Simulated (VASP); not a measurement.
# KBr (Pm-3m) in VASP: further runs

The runs below take KBr through single point, with r2SCAN, PBE.

All numbers are computed with VASP 6.6.1; they aren't measurements. Logs are shortened: lines on timing, memory, paths and dates and some standing lists are left out, and cuts for length are marked.

## 1. The cell of the first run

Symmetry: Pm-3m, No. 221, cubic system. The conventional cell has a = 3.963 Å, b = 3.963 Å, c = 3.963 Å, α = 90.00°, β = 90.00°, γ = 90.00°. K (site symmetry m-3m) is surrounded by 8 Br at 3.43 Å. Br (site symmetry m-3m) is surrounded by 8 K at 3.43 Å.

The cell was built by a generator and needn't be a form met in nature.

## 2. Single point, r2SCAN (hydrostatic strain -0.3%)

Input file POSCAR:

```
KBr
1.0
    3.9627360450      0.0000000000      0.0000000000
    0.0000000000      3.9627360450      0.0000000000
    0.0000000000      0.0000000000      3.9627360450
K Br
1 1
Direct
    0.0000000000      0.0000000000      0.0000000000
    0.5000000000      0.5000000000      0.5000000000
```

Input file INCAR.step1:

```
SYSTEM = KBr
PREC     = Accurate       ! precision mode
ENCUT    = 520            ! plane-wave cutoff, eV
ISMEAR   = 0              ! smearing method
SIGMA    = 0.01           ! smearing width, eV
LREAL    = .False.        ! projectors in reciprocal space
LASPH    = .True.         ! aspherical terms in the spheres
NELM     = 60             ! most SCF steps
NBANDS   = 15             ! bands
GGA      = PE             ! functional
ALGO     = Normal         ! electronic algorithm
EDIFF    = 1E-4           ! SCF threshold, eV
LWAVE    = .True.         ! write WAVECAR
LCHARG   = .False.        ! write CHGCAR
```

Input file INCAR.step2:

```
SYSTEM = KBr
PREC     = Accurate       ! precision mode
ENCUT    = 520            ! plane-wave cutoff, eV
EDIFF    = 1E-6           ! SCF threshold, eV
ISMEAR   = 0              ! smearing method
SIGMA    = 0.01           ! smearing width, eV
LREAL    = .False.        ! projectors in reciprocal space
LASPH    = .True.         ! aspherical terms in the spheres
NELM     = 60             ! most SCF steps
ALGO     = Normal         ! electronic algorithm
ISIF     = 2              ! what is computed and relaxed
LWAVE    = .False.        ! write WAVECAR
LCHARG   = .False.        ! write CHGCAR
METAGGA  = R2SCAN         ! meta-GGA
LMIXTAU  = .True.       
NBANDS   = 15             ! bands
ISTART   = 1
```

Input file KPOINTS:

```
Automatic mesh
0
Gamma
  6 6 6
  0 0 0
```

Potentials or basis: VASP PAW PBE potentials, release 64 (K_sv, Br).

Command:

```
$ cat potpaw_PBE.64/K_sv/POTCAR potpaw_PBE.64/Br/POTCAR > POTCAR
$ cp INCAR.step1 INCAR
$ mpirun -np 1 vasp_std > vasp.out
$ cp INCAR.step2 INCAR
$ mpirun -np 1 vasp_std > vasp.out
```

OUTCAR:

```text
SYSTEM = KBr
   PREC = Accurate
   ENCUT = 520
   EDIFF = 1E-6
   ISMEAR = 0
   LREAL = .False.
   LASPH = .True.
   NELM = 60
   ISIF = 2
   METAGGA = R2SCAN
   ISTART = 1

 ion  position               nearest neighbor table
   1  0.000  0.000  0.000-
   2  0.500  0.500  0.500-

  LATTYP: Found a simple cubic cell.
 ALAT       =     3.9627360450

  Lattice vectors:

 A1 = (   3.9627360450,   0.0000000000,   0.0000000000)
 A2 = (   0.0000000000,   3.9627360450,   0.0000000000)
 A3 = (   0.0000000000,   0.0000000000,   3.9627360450)

Analysis of symmetry for initial positions (statically):
=====================================================================
 Subroutine PRICEL returns:
 Original cell was already a primitive cell.

 Routine SETGRP: Setting up the symmetry group for a
 simple cubic supercell.

 Subroutine GETGRP returns: Found 48 space group operations
 (whereof 48 operations were pure point group operations)
 out of a pool of 48 trial point group operations.

The static configuration has the point symmetry O_h .

Analysis of symmetry for dynamics (positions and initial velocities):
=====================================================================
 Subroutine PRICEL returns:
 Original cell was already a primitive cell.

 Routine SETGRP: Setting up the symmetry group for a
 simple cubic supercell.

 Subroutine GETGRP returns: Found 48 space group operations
 (whereof 48 operations were pure point group operations)
 out of a pool of 48 trial point group operations.

The dynamic configuration has the point symmetry O_h .

 Subroutine INISYM returns: Found 48 space group operations
 (whereof 48 operations are pure point group operations),
 and found     1 'primitive' translations

----------------------------------------------------------------------------------------

                                     Primitive cell

  volume of cell :      62.2279

  direct lattice vectors                    reciprocal lattice vectors
     3.962736045  0.000000000  0.000000000     0.252350898  0.000000000  0.000000000
     0.000000000  3.962736045  0.000000000     0.000000000  0.252350898  0.000000000
     0.000000000  0.000000000  3.962736045     0.000000000  0.000000000  0.252350898

  length of vectors
     3.962736045  3.962736045  3.962736045     0.252350898  0.252350898  0.252350898

  position of ions in fractional coordinates (direct lattice)
     0.000000000  0.000000000  0.000000000
     0.500000000  0.500000000  0.500000000

  ion indices of the primitive-cell ions
   primitive index   ion index
                 1           1
                 2           2

----------------------------------------------------------------------------------------

 KPOINTS: Automatic mesh

Automatic generation of k-mesh.
 Grid dimensions read from file:
 generate k-points for:    6    6    6

 Generating k-lattice:

  Cartesian coordinates                     Fractional coordinates (reciprocal lattice)
     0.042058483  0.000000000  0.000000000     0.166666667  0.000000000  0.000000000
     0.000000000  0.042058483  0.000000000     0.000000000  0.166666667  0.000000000
     0.000000000  0.000000000  0.042058483     0.000000000  0.000000000  0.166666667

  Length of vectors
     0.042058483  0.042058483  0.042058483

  Shift w.r.t. Gamma in fractional coordinates (k-lattice)
     0.000000000  0.000000000  0.000000000

 Subroutine IBZKPT returns following result:
 ===========================================

 Found     20 irreducible k-points:

 Following reciprocal coordinates:
            Coordinates               Weight
  0.000000  0.000000  0.000000      1.000000
  0.166667  0.000000  0.000000      6.000000
  0.333333  0.000000  0.000000      6.000000
  0.500000  0.000000  0.000000      3.000000
  0.166667  0.166667  0.000000     12.000000
  0.333333  0.166667  0.000000     24.000000
[... 12 lines left out ...]
  0.500000  0.500000  0.333333      6.000000
  0.500000  0.500000  0.500000      1.000000
   k-points           NKPTS =     20   k-points in BZ     NKDIM =     20   number of bands    NBANDS=     15
   number of dos      NEDOS =    301   number of ions     NIONS =      2
   total plane-waves  NPLWV =  27000
   dimension x,y,z NGX =    30 NGY =   30 NGZ =   30
   dimension x,y,z NGXF=    60 NGYF=   60 NGZF=   60
   ions per type =               1   1
   NGX,Y,Z   is equivalent  to a cutoff of  12.59, 12.59, 12.59 a.u.
   NGXF,Y,Z  is equivalent  to a cutoff of  25.17, 25.17, 25.17 a.u.
 SYSTEM =  KBr
   PREC   = accura    normal or accurate (medium, high low for compatibility)
   ISTART =      1    job   : 0-new  1-cont  2-samecut
   ICHARG =      0    charge: 1-file 2-atom 10-const
   ISPIN  =      1    spin polarized calculation?
   LNONCOLLINEAR =      F non collinear calculations
   LSORBIT =      F    spin-orbit coupling
   LASPH  =      T    aspherical Exc in radial PAW
   ENCUT  =  520.0 eV  38.22 Ry    6.18 a.u.   7.37  7.37  7.37*2*pi/ulx,y,z
   NELM   =     60;   NELMIN=  2; NELMDL=  0     # of ELM steps
   EDIFF  = 0.1E-05   stopping-criterion for ELM
   LREAL  =      F    real-space projection
   EDIFFG = 0.1E-04   stopping-criterion for IOM
   NSW    =      0    number of steps for IOM
   IBRION =     -1    ionic relax: 0-MD 1-quasi-New 2-CG
   NFREE  =      0    steps in history (QN), initial steepest desc. (CG)
   ISIF   =      2    stress and relaxation
   ISYM   =      2    0-nonsym 1-usesym 2-fastsym
   POTIM  = 0.5000    time-step for ionic-motion
   TEBEG  =    0.0;   TEEND  =   0.0 temperature during run
   PSTRESS=    0.0 pullay stress
   NELECT =      16.0000    total number of electrons
   NUPDOWN=      -1.0000    fix difference up-down
   EMIN   =  10.00;   EMAX   =-10.00  energy-range for DOS
   EFERMI =   0.00;   METHOD = LEGACY
   ISMEAR =     0;   SIGMA  =   0.01  broadening in eV -4-tet -1-fermi 0-gaus
   EFERMI_NEDOS =   21; number of points for ismear=-14 and -15
   IALGO  =     38    algorithm
   IMIX   =      4    mixing-type and parameters
     AMIX     =   0.40;   BMIX     =  1.00
     AMIX_MAG =   1.60;   BMIX_MAG =  1.00
  volume/ion in A,a.u.               =      31.11       209.97
  Fermi-wavevector in a.u.,A,eV,Ry     =   1.041005  1.967215 14.744530  1.083692
  Thomas-Fermi vector in A             =   2.175607
   LORBIT       =      0    0 simple, 1 ext, 2 COOP (PROOUT), +10 PAW based schemes
   METAGGA = R2SCAN    functional components
   LHFCALC =     F    Hartree Fock is set to
   AEXX    =    0.0000 exact exchange contribution
   IVDW    =     0    specifies the selected vdW correction
   LEPSILON=     F    determine dielectric tensor
   LRPA    =     F    only Hartree local field effects (RPA)
 non-spin polarized calculation
 Gauss-broadening in eV      SIGMA  =   0.01
  energy-cutoff  :      520.00
  volume of cell :       62.23
 maximum number of plane-waves:      1743
 NGX is ok and might be reduce to    30
   NGX = 15   NGY = 15   NGZ = 15

 number of electron      15.9999996 magnetization

 Free energy of the ion-electron system (eV)
  ---------------------------------------------------
  ext. energy  EPLUGINS =         0.00000000
  ---------------------------------------------------
  free energy    TOTEN  =       -23.14321730 eV

  energy without entropy =      -23.14321730  energy(sigma->0) =      -23.14321730

 E-fermi :  -0.7721     XC(G=0):  -8.4679

 val. band max:       -0.8370623696   @ k =   0.5000   0.5000   0.0000
 cond. band min:       3.9717083374   @ k =   0.0000   0.0000   0.0000
 fundamental gap:      4.8087707070
 Fermi energy:        -0.7720845046

 k-point     1 :       0.0000    0.0000    0.0000
  band No.  band energies     occupation
      1     -30.5704      2.00000
      2     -14.1879      2.00000
      3     -13.2213      2.00000
      4     -13.2213      2.00000
      5     -13.2213      2.00000
      6      -1.1203      2.00000
      7      -1.1203      2.00000
      8      -1.1203      2.00000
      9       3.9717      0.00000
     10       5.4979      0.00000
     11       5.4979      0.00000
     12       9.7373      0.00000
     13       9.7373      0.00000
     14       9.7373      0.00000
     15      12.4597      0.00000

 k-point     2 :       0.1667    0.0000    0.0000
  band No.  band energies     occupation
      1     -30.5672      2.00000
      2     -14.2313      2.00000
      3     -13.2153      2.00000
      4     -13.2153      2.00000
      5     -13.1688      2.00000
      6      -1.7005      2.00000
      7      -1.1146      2.00000
      8      -1.1146      2.00000
      9       4.6093      0.00000
     10       5.7257      0.00000
     11       6.1413      0.00000
     12       9.6571      0.00000
     13       9.6571      0.00000
     14       9.8664      0.00000
     15      11.4300      0.00000

 k-point     3 :       0.3333    0.0000    0.0000
  band No.  band energies     occupation
      1     -30.5609      2.00000
      2     -14.3151      2.00000
      3     -13.2033      2.00000
      4     -13.2033      2.00000
      5     -13.0622      2.00000
      6      -2.5904      2.00000
      7      -1.1038      2.00000
      8      -1.1038      2.00000
      9       5.8066      0.00000
     10       6.3607      0.00000
     11       7.4325      0.00000
     12       9.6534      0.00000
     13       9.6534      0.00000
     14       9.7375      0.00000
     15      10.1667      0.00000
[... 271 lines left out ...]
 k-point    19 :       0.5000    0.5000    0.3333
  band No.  band energies     occupation
      1     -30.5374      2.00000
      2     -13.7716      2.00000
      3     -13.3588      2.00000
      4     -13.3588      2.00000
      5     -13.3069      2.00000
      6      -2.4088      2.00000
      7      -2.4088      2.00000
      8      -2.0930      2.00000
      9       6.5384      0.00000
     10       7.4527      0.00000
     11       7.4527      0.00000
     12       8.8838      0.00000
     13       9.8730      0.00000
     14       9.8730      0.00000
     15      11.2847      0.00000

 k-point    20 :       0.5000    0.5000    0.5000
  band No.  band energies     occupation
      1     -30.5345      2.00000
      2     -13.7315      2.00000
      3     -13.3483      2.00000
      4     -13.3483      2.00000
      5     -13.3483      2.00000
      6      -2.4257      2.00000
      7      -2.4257      2.00000
      8      -2.4257      2.00000
      9       7.3327      0.00000
     10       7.3327      0.00000
     11       7.3327      0.00000
     12       9.6206      0.00000
     13       9.6206      0.00000
     14       9.6206      0.00000
     15      11.3113      0.00000

------------------------ aborting loop because EDIFF is reached ----------------------------------------

  FORCE on cell =-STRESS in cart. coord.  units (eV):
  Direction    XX          YY          ZZ          XY          YZ          ZX
  --------------------------------------------------------------------------------------
  -------------------------------------------------------------------------------------
  Total        0.0712322      0.0712322      0.0712322     -0.0000000      0.0000000     -0.0000000
  in kB        1.8340099      1.8340099      1.8340099     -0.0000000      0.0000000     -0.0000000
  external PRESSURE =       1.8340099 kB  Pullay stress =       0.0000000 kB

 VOLUME and BASIS-vectors are now :
 -----------------------------------------------------------------------------
  energy-cutoff  :      520.00
  volume of cell :       62.23
      direct lattice vectors                 reciprocal lattice vectors
     3.962736045  0.000000000  0.000000000     0.252350898  0.000000000  0.000000000
     0.000000000  3.962736045  0.000000000     0.000000000  0.252350898  0.000000000
     0.000000000  0.000000000  3.962736045     0.000000000  0.000000000  0.252350898

 POSITION                                       TOTAL-FORCE (eV/Angst)
 -----------------------------------------------------------------------------------
      0.00000      0.00000      0.00000         0.000000      0.000000      0.000000
      1.98137      1.98137      1.98137         0.000000      0.000000      0.000000
 -----------------------------------------------------------------------------------
    total drift:                                0.000000      0.000000     -0.000000

  FREE ENERGIE OF THE ION-ELECTRON SYSTEM (eV)
  ---------------------------------------------------
  free  energy   TOTEN  =       -23.1432172971 eV

  energy  without entropy=      -23.1432172971  energy(sigma->0) =      -23.14321730
```

Wall time 40 s (1 thread of Intel Xeon 6975P-C (Granite Rapids), shared host); peak memory 0.17 GiB.

What came out:

| Quantity | Value |
| --- | --- |
| Free energy | -23.1432 eV |
| Pressure | 0.2 GPa |
| Band gap on the k mesh | 4.81 eV, indirect (least direct gap 5.09 eV) |

Levels at points of the mesh, in eV from the valence-band top:
```csv
k point,band 5,band 6,band 7,band 8,band 9,band 10,band 11,band 12
"(0.00, 0.00, 0.00)",-12.38,-0.28,-0.28,-0.28,4.81,6.33,6.33,10.57
"(0.50, 0.00, 0.00)",-12.17,-2.12,-0.26,-0.26,7.45,7.77,8.73,9.59
"(0.50, 0.50, 0.00)",-12.34,-1.52,-1.52,0.00,5.84,7.28,8.79,8.79
"(0.50, 0.50, 0.50)",-12.51,-1.59,-1.59,-1.59,8.17,8.17,8.17,10.46
```

Caveat: the PAW data sets were made with another functional, which shifts forces and pressure a little. A k mesh can miss the band edges.

(Part 1 of 3 ends here.)
